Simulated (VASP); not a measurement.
# GeN (Cmmm) in VASP: reference runs

How does GeN come out in PBE? The cell is run as given.

Program: VASP 6.6.1. These are calculated values, not measurements. Logs are shortened: lines on timing, memory, paths and dates and some standing lists are left out, and cuts for length are marked.

### 1 Starting point

Symmetry: Cmmm, No. 65, orthorhombic system. The conventional cell has a = 5.136 Å, b = 6.148 Å, c = 3.113 Å, α = 90.00°, β = 90.00°, γ = 90.00°. Ge (site symmetry 2/m) is surrounded by 4 N at 2.26 Å and 2 Ge at 2.57 Å. N (site symmetry 2mm) is surrounded by 1 N at 1.42 Å.

The cell was built by a generator and needn't be a form met in nature.

### 2 Single point, PBE

Contents of INCAR:

```
SYSTEM = GeN
PREC     = Accurate       ! precision mode
ENCUT    = 520            ! plane-wave cutoff, eV
EDIFF    = 1E-7           ! SCF threshold, eV
ISMEAR   = -1             ! smearing method
SIGMA    = 0.05           ! smearing width, eV
LREAL    = .False.        ! projectors in reciprocal space
LASPH    = .True.         ! aspherical terms in the spheres
NELM     = 100            ! most SCF steps
ALGO     = Normal         ! electronic algorithm
ISIF     = 2              ! what is computed and relaxed
LWAVE    = .False.        ! write WAVECAR
LCHARG   = .False.        ! write CHGCAR
GGA      = PE             ! functional
NBANDS   = 27             ! bands
```

Contents of KPOINTS:

```
regular mesh
0
Gamma
  7 7 9
  0 0 0
```

Contents of POSCAR:

```
GeN
1.0
    2.5680100000     -3.0739300000      0.0000000000
    2.5680100000      3.0739300000      0.0000000000
    0.0000000000      0.0000000000      3.1134900000
Ge N
2 2
Direct
    0.0000000000      0.5000000000      0.5000000000
    0.5000000000      0.0000000000      0.5000000000
    0.6386100000      0.6386100000      0.0000000000
    0.3613900000      0.3613900000      0.0000000000
```

Potentials or basis: VASP PAW PBE potentials, release 64 (Ge_d, N).

Run with:

```console
$ cat potpaw_PBE.64/Ge_d/POTCAR potpaw_PBE.64/N/POTCAR > POTCAR
$ mpirun -np 1 vasp_std > vasp.out
```

OUTCAR:

```text
SYSTEM = GeN
   PREC = Accurate
   ENCUT = 520
   EDIFF = 1E-7
   ISMEAR = -1
   LREAL = .False.
   LASPH = .True.
   NELM = 100
   ISIF = 2
   GGA = PE

 ion  position               nearest neighbor table
   1  0.000  0.500  0.500-   3 2.26   4 2.26   3 2.26   4 2.26   2 2.57   2 2.57
   2  0.500  0.000  0.500-   3 2.26   4 2.26   3 2.26   4 2.26   1 2.57   1 2.57
   3  0.639  0.639  0.000-   4 1.42   2 2.26   1 2.26   1 2.26   2 2.26
   4  0.361  0.361  0.000-   3 1.42   2 2.26   1 2.26   1 2.26   2 2.26

  LATTYP: Found a base centered orthorhombic cell.
 ALAT       =     5.1360200000
 B/A-ratio  =     1.1970085786
 C/A-ratio  =     0.6062067515

  Lattice vectors:

 A1 = (   2.5680100000,  -3.0739300000,   0.0000000000)
 A2 = (   2.5680100000,   3.0739300000,   0.0000000000)
 A3 = (   0.0000000000,   0.0000000000,   3.1134900000)

Analysis of symmetry for initial positions (statically):
=====================================================================
 Subroutine PRICEL returns:
 Original cell was already a primitive cell.

 Routine SETGRP: Setting up the symmetry group for a
 base centered orthorhombic supercell.

 Subroutine GETGRP returns: Found  8 space group operations
 (whereof  8 operations were pure point group operations)
 out of a pool of  8 trial point group operations.

The static configuration has the point symmetry D_2h.

Analysis of symmetry for dynamics (positions and initial velocities):
=====================================================================
 Subroutine PRICEL returns:
 Original cell was already a primitive cell.

 Routine SETGRP: Setting up the symmetry group for a
 base centered orthorhombic supercell.

 Subroutine GETGRP returns: Found  8 space group operations
 (whereof  8 operations were pure point group operations)
 out of a pool of  8 trial point group operations.

The dynamic configuration has the point symmetry D_2h.

 Subroutine INISYM returns: Found  8 space group operations
 (whereof  8 operations are pure point group operations),
 and found     1 'primitive' translations

----------------------------------------------------------------------------------------

                                     Primitive cell

  volume of cell :      49.1551

  direct lattice vectors                    reciprocal lattice vectors
     2.568010000 -3.073930000  0.000000000     0.194703292 -0.162658226  0.000000000
     2.568010000  3.073930000  0.000000000     0.194703292  0.162658226  0.000000000
     0.000000000  0.000000000  3.113490000     0.000000000  0.000000000  0.321182981

  length of vectors
     4.005461397  4.005461397  3.113490000     0.253706662  0.253706662  0.321182981

  position of ions in fractional coordinates (direct lattice)
     1.000000000  0.500000000  0.500000000
     0.500000000  1.000000000  0.500000000
     0.638610000  0.638610000  0.000000000
     0.361390000  0.361390000  0.000000000

  ion indices of the primitive-cell ions
   primitive index   ion index
                 1           1
                 2           2
                 3           3
                 4           4

----------------------------------------------------------------------------------------

 KPOINTS: regular mesh

Automatic generation of k-mesh.
 Grid dimensions read from file:
 generate k-points for:    7    7    9

 Generating k-lattice:

  Cartesian coordinates                     Fractional coordinates (reciprocal lattice)
     0.027814756 -0.023236889  0.000000000     0.142857143  0.000000000  0.000000000
     0.027814756  0.023236889  0.000000000     0.000000000  0.142857143  0.000000000
     0.000000000  0.000000000  0.035686998     0.000000000  0.000000000  0.111111111

  Length of vectors
     0.036243809  0.036243809  0.035686998

  Shift w.r.t. Gamma in fractional coordinates (k-lattice)
     0.000000000  0.000000000  0.000000000

 Subroutine IBZKPT returns following result:
 ===========================================

 Found     80 irreducible k-points:

 Following reciprocal coordinates:
            Coordinates               Weight
  0.000000  0.000000  0.000000      1.000000
  0.142857 -0.000000  0.000000      4.000000
  0.285714 -0.000000  0.000000      4.000000
  0.428571 -0.000000  0.000000      4.000000
  0.142857  0.142857  0.000000      2.000000
  0.285714  0.142857  0.000000      4.000000
[... 16 lines left out ...]
  0.428571  0.142857  0.111111      8.000000
 -0.428571  0.142857  0.111111      8.000000
 [... further k-points ...]
   k-points           NKPTS =     80   k-points in BZ     NKDIM =     80   number of bands    NBANDS=     27
   number of dos      NEDOS =    301   number of ions     NIONS =      4
   total plane-waves  NPLWV =  21600
   dimension x,y,z NGX =    30 NGY =   30 NGZ =   24
   dimension x,y,z NGXF=    60 NGYF=   60 NGZF=   48
   ions per type =               2   2
   NGX,Y,Z   is equivalent  to a cutoff of  12.45, 12.45, 12.81 a.u.
   NGXF,Y,Z  is equivalent  to a cutoff of  24.90, 24.90, 25.63 a.u.
 SYSTEM =  GeN
   PREC   = accura    normal or accurate (medium, high low for compatibility)
   ISTART =      0    job   : 0-new  1-cont  2-samecut
   ICHARG =      2    charge: 1-file 2-atom 10-const
   ISPIN  =      1    spin polarized calculation?
   LNONCOLLINEAR =      F non collinear calculations
   LSORBIT =      F    spin-orbit coupling
   LASPH  =      T    aspherical Exc in radial PAW
   ENCUT  =  520.0 eV  38.22 Ry    6.18 a.u.   7.45  7.45  5.79*2*pi/ulx,y,z
   NELM   =    100;   NELMIN=  2; NELMDL= -5     # of ELM steps
   EDIFF  = 0.1E-06   stopping-criterion for ELM
   LREAL  =      F    real-space projection
   EDIFFG = 0.1E-05   stopping-criterion for IOM
   NSW    =      0    number of steps for IOM
   IBRION =     -1    ionic relax: 0-MD 1-quasi-New 2-CG
   NFREE  =      0    steps in history (QN), initial steepest desc. (CG)
   ISIF   =      2    stress and relaxation
   ISYM   =      2    0-nonsym 1-usesym 2-fastsym
   POTIM  = 0.5000    time-step for ionic-motion
   TEBEG  =    0.0;   TEEND  =   0.0 temperature during run
   PSTRESS=    0.0 pullay stress
   NELECT =      38.0000    total number of electrons
   NUPDOWN=      -1.0000    fix difference up-down
   EMIN   =  10.00;   EMAX   =-10.00  energy-range for DOS
   EFERMI =   0.00;   METHOD = LEGACY
   ISMEAR =    -1;   SIGMA  =   0.05  broadening in eV -4-tet -1-fermi 0-gaus
   EFERMI_NEDOS =   21; number of points for ismear=-14 and -15
   IALGO  =     38    algorithm
   IMIX   =      4    mixing-type and parameters
     AMIX     =   0.40;   BMIX     =  1.00
     AMIX_MAG =   1.60;   BMIX_MAG =  1.00
  volume/ion in A,a.u.               =      12.29        82.93
  Fermi-wavevector in a.u.,A,eV,Ry     =   1.502496  2.839306 30.715072  2.257494
  Thomas-Fermi vector in A             =   2.613729
   LORBIT       =      0    0 simple, 1 ext, 2 COOP (PROOUT), +10 PAW based schemes
   GGA     = PE    functional components
   LHFCALC =     F    Hartree Fock is set to
   AEXX    =    0.0000 exact exchange contribution
   IVDW    =     0    specifies the selected vdW correction
   LEPSILON=     F    determine dielectric tensor
   LRPA    =     F    only Hartree local field effects (RPA)
 non-spin polarized calculation
  energy-cutoff  :      520.00
  volume of cell :       49.16
 maximum number of plane-waves:      1339
 NGX is ok and might be reduce to    30
   NGX = 15   NGY = 15   NGZ = 11

 number of electron      38.0000039 magnetization

 Free energy of the ion-electron system (eV)
  ---------------------------------------------------
  ext. energy  EPLUGINS =         0.00000000
  ---------------------------------------------------
  free energy    TOTEN  =       -23.12697966 eV

  energy without entropy =      -23.12236082  energy(sigma->0) =      -23.12467024

 E-fermi :   7.0453     XC(G=0): -11.6471

 val. band max:        7.0216648156   @ k =  -0.4286   0.4286   0.4444
 cond. band min:       7.1340009702   @ k =   0.4286   0.4286   0.4444
 fundamental gap:      0.1123361545
 Fermi energy:         7.0453327029

 k-point     1 :       0.0000    0.0000    0.0000
  band No.  band energies     occupation
      1     -17.7478      2.00000
      2     -17.7360      2.00000
      3     -17.6807      2.00000
      4     -17.6755      2.00000
      5     -17.6729      2.00000
      6     -17.6596      2.00000
[... 19 lines left out ...]
     26      14.1403      0.00000
     27      14.4887      0.00000

 k-point     2 :       0.1429   -0.0000    0.0000
  band No.  band energies     occupation
      1     -17.7370      2.00000
      2     -17.7266      2.00000
      3     -17.6759      2.00000
      4     -17.6749      2.00000
      5     -17.6710      2.00000
      6     -17.6604      2.00000
[... 19 lines left out ...]
     26      14.3197      0.00000
     27      14.7398      0.00000

 k-point     3 :       0.2857   -0.0000    0.0000
  band No.  band energies     occupation
      1     -17.7253      2.00000
      2     -17.6844      2.00000
      3     -17.6819      2.00000
      4     -17.6732      2.00000
      5     -17.6630      2.00000
      6     -17.6448      2.00000
[... 19 lines left out ...]
     26      14.9798      0.00000
     27      16.2794      0.00000

 k-point     4 :       0.4286   -0.0000    0.0000
  band No.  band energies     occupation
      1     -17.7115      2.00000
      2     -17.6970      2.00000
      3     -17.6706      2.00000
      4     -17.6664      2.00000
      5     -17.6137      2.00000
      6     -17.6090      2.00000
[... 19 lines left out ...]
     26      14.8442      0.00000
     27      17.7447      0.00000
[... 516 lines left out ...]
      4     -17.6591      2.00000
      5     -17.6216      2.00000
      6     -17.6192      2.00000
[... 19 lines left out ...]
     26      14.9227      0.00000
     27      16.5629      0.00000

 k-point    23 :       0.4286    0.1429    0.1111
  band No.  band energies     occupation
      1     -17.7119      2.00000
      2     -17.6896      2.00000
      3     -17.6864      2.00000
      4     -17.6608      2.00000
      5     -17.5974      2.00000
      6     -17.5909      2.00000
[... 19 lines left out ...]
     26      15.2046      0.00000
     27      18.4086      0.00000

 k-point    24 :      -0.4286    0.1429    0.1111
  band No.  band energies     occupation
      1     -17.7002      2.00000
      2     -17.6979      2.00000
      3     -17.6866      2.00000
      4     -17.6645      2.00000
      5     -17.6642      2.00000
      6     -17.6240      2.00000
[... 19 lines left out ...]
     26      15.8360      0.00000
     27      18.3359      0.00000

 [... further k-points ...]
[... 5 lines left out ...]
  --------------------------------------------------------------------------------------
  -------------------------------------------------------------------------------------
  Total        0.0116657      0.2228543      0.1228013     -0.0000000      0.0000000      0.0000000
  in kB        0.3802361      7.2637933      4.0026286     -0.0000000      0.0000000      0.0000000
  external PRESSURE =       3.8822193 kB  Pullay stress =       0.0000000 kB

 VOLUME and BASIS-vectors are now :
 -----------------------------------------------------------------------------
  energy-cutoff  :      520.00
  volume of cell :       49.16
      direct lattice vectors                 reciprocal lattice vectors
     2.568010000 -3.073930000  0.000000000     0.194703292 -0.162658226  0.000000000
     2.568010000  3.073930000  0.000000000     0.194703292  0.162658226  0.000000000
     0.000000000  0.000000000  3.113490000     0.000000000  0.000000000  0.321182981

 POSITION                                       TOTAL-FORCE (eV/Angst)
 -----------------------------------------------------------------------------------
      1.28401      1.53696      1.55675         0.000000      0.000000      0.000000
      1.28401     -1.53696      1.55675         0.000000      0.000000      0.000000
      3.27991      0.00000      0.00000        -0.001968      0.000000     -0.000000
      1.85611      0.00000      0.00000         0.001968      0.000000      0.000000
 -----------------------------------------------------------------------------------
    total drift:                                0.000000     -0.000000      0.000000

  FREE ENERGIE OF THE ION-ELECTRON SYSTEM (eV)
  ---------------------------------------------------
  free  energy   TOTEN  =       -23.1269796633 eV

  energy  without entropy=      -23.1223608215  energy(sigma->0) =      -23.12467024
```

It took 61 s on 1 thread of Intel Xeon Platinum 8488C (Sapphire Rapids), shared host; peak memory 0.2 GiB.

Results:

* Free energy: -23.1270 eV
* Pressure: 0.4 GPa
* Band gap on the k mesh: none (metal or under the smearing width)

Stress tensor (GPa, compression positive):
```
0.04 0.00 0.00
0.00 0.73 0.00
0.00 0.00 0.40
```
